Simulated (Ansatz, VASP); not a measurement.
# CdS in VASP and in Ansatz

The input INCAR:

```
ALGO     = Normal         # electronic algorithm
EDIFF    = 1E-6           # SCF threshold, eV
ENCUT    = 520            # plane-wave cutoff, eV
GGA      = PE             # functional
ISIF     = 2              # what is computed and relaxed
ISMEAR   = -1             # smearing method
LASPH    = T              # aspherical terms in the spheres
LCHARG   = F              # write CHGCAR
LREAL    = F              # projectors in reciprocal space
LWAVE    = F              # write WAVECAR
NBANDS   = 16             # bands
NELM     = 100            # most SCF steps
PREC     = Accurate       # precision mode
SIGMA    = 0.05           # smearing width, eV
```

Contents of KPOINTS:

```
k-points
0
Gamma
  14 14 14
```

POSCAR

```
CdS
1.0
    3.1120799152      0.0000000000      0.0000000000
    0.0000000000      3.1120799152      0.0000000000
    0.0000000000      0.0000000000      3.1120799152
Cd S
1 1
Direct
    0.0000000000      0.0000000000      0.0000000000
    0.5000000000      0.5000000000      0.5000000000
```

Input for Ansatz:

```yaml
crystal:
  lattice:
    - [3.1120799152, 0.0, 0.0]
    - [0.0, 3.1120799152, 0.0]
    - [0.0, 0.0, 3.1120799152]
  atoms:
    - { symbol: Cd, position: [0.0, 0.0, 0.0] }
    - { symbol: S, position: [0.5, 0.5, 0.5] }
kpoints:
  mp_grid: { grid: [14, 14, 14] }
scf:
  occupations: { method: fermi_dirac, width: 0.05 }
hamiltonian:
  xc: pbe
  pseudopotentials: { kind: all_electron, lapw: { basis_error: 0.001 } }
output:
  forces: true
  stress: true
  eigenvalues: true
  populations: true
```

Change from the starting cell: volume scaled by 0.76, LAPW.

Alike in both runs: task single point; functional PBE; k mesh 14 × 14 × 14; occupations fermi-dirac, width 0.05 eV; no spin polarisation.

|  | VASP | Ansatz |
| --- | --- | --- |
| version | VASP 6.6.1 | Ansatz 0.2.0 |
| potentials or method | VASP PAW PBE potentials, release 64 (Cd, S) | all-electron LAPW, scalar-relativistic |
| plane-wave cutoff (eV) | 520 | see its input |

```tsv
	VASP	Ansatz	Ansatz less VASP
pressure (GPa)	37.5	36.2	-1.23
```

Ansatz ran all-electron here, so the differences hold the error of VASP's frozen core and of both bases.

Caveats: so large a pressure means that the cell lies far from this level's equilibrium, or that cutoff or potentials fall short (VASP).
